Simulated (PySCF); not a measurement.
Structure problem from calculated spectra and properties.

Formula: C3H9N.

| Item | Value |
| --- | --- |
| Rotational structure | rotational constants A, B, C: 26.253, 3.963, 3.710 GHz [GFN2-xTB] |
| Couplings | largest of the computed one-bond spin–spin couplings (means over like bonds): 13C–1H +137.2 (×2), 13C–1H +137.0 (×3), 13C–1H +132.0 (×3), 15N–1H -67.9, 13C–13C +36.9, 15N–13C -4.3, 15N–13C -4.2 Hz [B3LYP/pcJ-1, spin–dipole term left out for some pairs] |
| Dipole | 0.98 D [PBE0/pcSseg-1] |
| 13C NMR | chemical shifts (computed TMS as zero) by class: 51.6 (1 C), 40.3 (1 C), 18.3 (1 C) ppm [GIAO PBE0/pcSseg-1] |
| NMR, other nuclei | isotropic shieldings of nuclei other than C and H, by class: 215 (1 N) ppm [GIAO PBE0/pcSseg-1] |
| 1H NMR | chemical shifts (computed TMS as zero) by class: 2.63 (3 H), 2.59 (2 H), 1.18 (3 H), -0.46 (1 H) ppm [GIAO PBE0/pcSseg-1] |

Electronic properties: PySCF, gas phase, density fitting. Levels stand in brackets. One conformer (not necessarily the lowest) at the GFN2-xTB geometry, without solvent, vibrations or thermal averaging. NMR values are class means; diastereotopic atoms form classes of their own.

Problem. Give a SMILES that accounts for the data.

Solution. Numbering: `[CH3:1][CH2:2][NH:3][CH3:4]`. Its formula, C3H9N, gives 0 degrees of unsaturation, so no ring and no π bond. 3 carbons fall into 3 classes; from least to most shielded: sp3 carbon bound to nitrogen [C2] (51.6 ppm), N-methyl carbon [C4] (40.3 ppm), methyl carbon [C1] (18.3 ppm). Hydrogen classes from least to most shielded: 3 H on an N-methyl carbon, C4 (2.63 ppm), 2 H on an sp3 carbon bound to nitrogen, C2 (2.59 ppm), 3 H on a methyl carbon, C1 (1.18 ppm, a mean of values up to 0.5 ppm apart in this geometry), 1 H on a secondary amine nitrogen, N3 (-0.46 ppm). The other shieldings belong to: 215 ppm, secondary amine nitrogen [N3]. The couplings run between: +137.2 Hz, sp3 carbon bound to nitrogen [C2] and its hydrogen (with 1 like pair); +137.0 Hz, N-methyl carbon [C4] and its hydrogen (with 2 like pairs); +132.0 Hz, methyl carbon [C1] and its hydrogen (with 2 like pairs); -67.9 Hz, secondary amine nitrogen [N3] and its hydrogen; +36.9 Hz, methyl carbon [C1] and sp3 carbon bound to nitrogen [C2]; -4.3 Hz, secondary amine nitrogen [N3] and sp3 carbon bound to nitrogen [C2]; -4.2 Hz, secondary amine nitrogen [N3] and N-methyl carbon [C4]. By its constants the optimised geometry is an asymmetric top. Structure: `CNCC` (C3H9N). Computed isomers that give other values at the same levels: `CN(C)C` (13C chemical shifts (computed TMS as zero) by class: 48.9 (3 C) ppm); `CC(C)N` (13C chemical shifts (computed TMS as zero) by class: 47.2 (1 C), 27.1 (2 C) ppm); `CCCN` (propylamine) (13C chemical shifts (computed TMS as zero) by class: 51.0 (1 C), 30.6 (1 C), 14.0 (1 C) ppm). The assignments are read from this structure; whether some other isomer fits the data as well wasn't checked.

The values belong to the conformer `[CH3:1][CH2:2][NH:3][CH3:4]`: C1–C2–N3–C4 178°.
